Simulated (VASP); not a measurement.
Crystal: ZnS.

```
Zn S
1.0
     0.00000    2.68040    2.68040
     2.68040    0.00000    2.68040
     2.68040    2.68040    0.00000
Zn S
1 1
Direct
  0.00000 0.00000 0.00000
  0.75000 0.75000 0.75000
```

The cell is a database's computed one.

Base run:

* Program: VASP 6.6.1
* Functional: PBEsol
* Potentials or basis: VASP PAW PBE potentials, release 64 (Zn, S)
* Cutoff: 700 eV
* k mesh: 10 × 10 × 10
* Occupations: gaussian, width 0.02 eV
* Spin: no spin polarisation

Its results: band gap on the k mesh 2.08 eV, direct; pressure 0.1 GPa.

Q: The run is repeated on the same cell with these changes: functional from PBEsol to r2SCAN; cutoff from 700 eV to 520 eV. What comes out?

A: Band gap on the k mesh 2.79 eV, direct; pressure 1.1 GPa.

r2SCAN gives the wider gap, since meta-GGAs in the generalised Kohn-Sham scheme recover part of the derivative discontinuity.

Caveats: the PAW data sets were made with another functional, which shifts forces and pressure a little.

